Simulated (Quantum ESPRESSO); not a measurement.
Set up this calculation in Quantum ESPRESSO 7.5, as the native input.

| Item | Value |
| --- | --- |
| Task | single point |
| Functional | PBEsol |
| Potentials or basis | GBRV 1.5 PBEsol |
| Cutoff | 612 eV |
| Density cutoff | 4898 eV |
| k mesh | 11 × 11 × 11 |
| Occupations | fermi-dirac, width 0.05 eV |
| Spin | no spin polarisation |
| Mixing beta | 0.5 |
| Most SCF iterations | 120 |
| SCF threshold | 2e-10 Ry |

Nb:

```
Nb
1.0
    -1.66395    1.66395    1.66395
     1.66395   -1.66395    1.66395
     1.66395    1.66395   -1.66395
Nb
1
Direct
  0.00000 0.00000 0.00000
```

These files were run (other wordings do the same):

pw.in

```
&CONTROL
  calculation = 'scf'
  prefix = 'pwscf'
  outdir = './tmp'
  pseudo_dir = './pseudo'
  tprnfor = .true.
  tstress = .true.
  disk_io = 'low'
/
&SYSTEM
  ibrav = 0
  nat = 1
  ntyp = 1
  ecutwfc = 45
  ecutrho = 360
  nbnd = 12
  occupations = 'smearing'
  smearing = 'fd'
  degauss = 0.00367493
/
&ELECTRONS
  conv_thr = 2d-10
  electron_maxstep = 120
  mixing_beta = 0.5
/
ATOMIC_SPECIES
Nb    92.9064 nb_pbesol_v1.uspp.F.UPF
CELL_PARAMETERS angstrom
  -1.6639500000    1.6639500000    1.6639500000
   1.6639500000   -1.6639500000    1.6639500000
   1.6639500000    1.6639500000   -1.6639500000
ATOMIC_POSITIONS crystal
Nb     0.0000000000    0.0000000000    0.0000000000
K_POINTS automatic
11 11 11 0 0 0
```

pp_density.in

```
&INPUTPP
  prefix = 'pwscf'
  outdir = './tmp'
  filplot = 'density.dat'
  plot_num = 0
/
&PLOT
  nfile = 1
  filepp(1) = 'density.dat'
  iflag = 3
  output_format = 6
  fileout = 'density.cube'
/
```

pp_potential.in

```
&INPUTPP
  prefix = 'pwscf'
  outdir = './tmp'
  filplot = 'potential.dat'
  plot_num = 11
/
&PLOT
  nfile = 1
  filepp(1) = 'potential.dat'
  iflag = 3
  output_format = 6
  fileout = 'potential.cube'
/
```

Potentials or basis: GBRV 1.5 PBEsol.

The run is started by

```console
$ OMP_NUM_THREADS=1 mpirun -n 2 pw.x -nk 2 -in pw.in > pw.out
$ OMP_NUM_THREADS=1 mpirun -n 1 pp.x -in pp_density.in > pp_density.out
$ OMP_NUM_THREADS=1 mpirun -n 1 pp.x -in pp_potential.in > pp_potential.out
```

It gave:

- Pressure: -8.3 GPa
- Band gap on the k mesh: none (metal or under the smearing width)

It took 6.3 s on 2 MPI ranks on Arm Neoverse V1 (shared host), peak memory 0.14 GiB a rank.
